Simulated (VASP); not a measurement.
Input of a VASP 6.6.1 run:

File INCAR:

```
PREC     = Accurate       # precision mode
ENCUT    = 520            # plane-wave cutoff, eV
EDIFF    = 1E-6           # SCF threshold, eV
ISMEAR   = 1              # smearing method
SIGMA    = 0.1            # smearing width, eV
LREAL    = F              # projectors in reciprocal space
LASPH    = T              # aspherical terms in the spheres
NELM     = 150            # most SCF steps
ALGO     = Normal         # electronic algorithm
ISIF     = 2              # what is computed and relaxed
LWAVE    = F              # write WAVECAR
LCHARG   = F              # write CHGCAR
ISPIN    = 2              # spin polarisation
MAGMOM   = 2.4            # initial moments
LORBIT   = 11             # projections on sites
LMAXMIX  = 4              # l up to which the mixer works
GGA      = PE             # functional
NBANDS   = 14             # bands
AMIX     = 0.2          
BMIX     = 1E-4         
AMIX_MAG = 0.8          
BMIX_MAG = 1E-4         
ICORELEVEL= 1
```

File KPOINTS:

```
regular mesh
0
Gamma
  16 16 27
```

File POSCAR:

```
Fe
1.0
    2.4502145000      0.0000000000      0.0000000000
   -0.8167381700      2.3100843800      0.0000000000
    0.8167381700      1.1550421900      2.0005917600
Fe
1
Direct
    0.0000000000      0.0000000000      0.0000000000
```

Potentials or basis: VASP PAW PBE potentials, release 64 (Fe).

Run with:

```bash
$ cat potpaw_PBE.64/Fe/POTCAR > POTCAR
$ mpirun -np 1 vasp_std > vasp.out
```

Estimate the band gap on the k mesh.

none (metal or under the smearing width).

Predict the net moment.

2.20 μB per cell.

Predict the site moments.

Fe +2.19 μB.

Core levels (eV, on the scale of the bands):
```
atom                                                levels
1 Fe  1s -6986.0, 2s -807.1, 2p -685.9, 3s -80.9, 3p -47.0
```
